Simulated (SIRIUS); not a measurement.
**Zr and the effect of the functional**

Symmetry: P6_3/mmc, No. 194, hexagonal system. The conventional cell has a = 3.232 Å, b = 3.232 Å, c = 5.147 Å, α = 90.00°, β = 90.00°, γ = 120.00°. Zr (site symmetry -6m2) has 12 Zr at 3.18 to 3.23 Å as nearest neighbours.

Kept alike: task single point; k mesh 9 × 9 × 5; occupations fermi-dirac, width 0.05 eV; no spin polarisation. Program: SIRIUS, PseudoDojo 0.4.1 PBE standard (scalar relativistic), cutoff 915 eV. The mesh is that of the run's cell of 2 atoms. No spin-orbit coupling.

```csv
functional,pressure (GPa)
AM05,-2.91
APBE,1.89
BLYP,3.68
HTBS,-2.55
KT2,-6.37
LDA,-5.88
PBE,0.56
PBEsol,-3.15
PW91,0.21
RPBE,2.77
revPBE,2.16
```

Pressure is positive in compression; the values hold the error of the finite cutoff, so their zero can differ a little from the energy's minimum. For a metal such a mesh leaves the last digits unconverged. All rows use potentials made for PBE.

The pressure runs from -6.37 (KT2) to 3.68 GPa (BLYP). From PBE: AM05 -3.47; APBE +1.33; BLYP +3.12; HTBS -3.11; KT2 -6.93; LDA -6.44; PBEsol -3.71; PW91 -0.35; RPBE +2.21; revPBE +1.60. A positive pressure means that the functional's own cell is larger than the one given, a negative one that it is smaller.

At this fixed cell, LDA gives -5.88 GPa and so favours a smaller volume, the familiar overbinding of local exchange and correlation. Most of the gradient-corrected functionals shift the pressure upwards, because gradient-enhanced exchange favours inhomogeneous density, and expansion makes the density between the atoms more inhomogeneous. The strength of that enhancement explains the main grouping: PBEsol, AM05 and HTBS, with a weaker response at the gradients typical of solids, stay negative, PBE and PW91 lie close to zero, and APBE, revPBE and RPBE, with stronger enhancement, favour a larger cell.

KT2 breaks the pattern by falling below LDA, which suggests that its refitted local part, designed for molecular properties, outweighs its gradient term here. BLYP lies at the other extreme, probably in part because LYP correlation does not recover the uniform electron gas limit, a serious weakness for a metal with delocalised valence electrons. The pressures indicate the direction of the volume change, but not how each functional would alter the axial ratio.
